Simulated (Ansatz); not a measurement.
# SnO2: random displacements

The calculation used DFT LDA, scalar-relativistic, plane waves, PAW (Ansatz 0.2.0). The runs took a 420 eV cutoff, a Γ-centred 10×10×10 mesh and Gaussian smearing (0.05 eV). No spin polarisation. Energies are free energies at this smearing, counted from the undisturbed cell; pressure is positive in compression.

Reference structure (as given, not relaxed at this level; this form isn't the usual structure):

```
Sn O
1.0
    -2.00007    2.00007    5.12368
     2.00007   -2.00007    5.12368
     2.00007    2.00007   -5.12368
Sn O
2 4
Cartesian
  0.0000 2.0001 2.5618
  0.0000 0.0000 0.0000
  0.0000 0.0000 8.1623
  0.0000 2.0001 4.6469
  0.0000 0.0000 2.0851
  0.0000 2.0001 0.4767
```

The atoms are displaced (Å, in the unstrained cell):

| atom | ux | uy | uz |
| --- | --- | --- | --- |
| Sn1 | -0.011 | -0.022 | 0.009 |
| Sn2 | 0.032 | -0.053 | -0.024 |
| O3 | 0.030 | 0.032 | -0.067 |
| O4 | -0.040 | 0.015 | 0.006 |
| O5 | -0.019 | 0.018 | 0.051 |
| O6 | 0.008 | 0.008 | 0.025 |

Strain (Voigt, engineering shear): (-0.0371, 0.1080, -0.0377, 0.0209, 0.0214, 0.0319).

(1) What are the energy change, the stress and the forces?

## Answers

(1) ΔE = 195.7 meV/atom; stress (xx, yy, zz, yz, xz, xy; compression positive) (19.40, -23.99, 1.75, -1.88, -3.71, -0.72) GPa; gap on the mesh 1.15 eV.
| atom | Fx (eV/Å) | Fy | Fz |
| --- | --- | --- | --- |
| Sn1 | 1.54 | -0.12 | -2.89 |
| Sn2 | -2.22 | -0.02 | 3.45 |
| O3 | -1.70 | -0.07 | 0.72 |
| O4 | 2.29 | 0.04 | 0.11 |
| O5 | 0.07 | -0.17 | -0.58 |
| O6 | 0.02 | 0.35 | -0.81 |

Cost: 1 run of about 1.9 core-minutes, on Oxide Virtual Turin-like Processor (Zen 5) (shared hosts).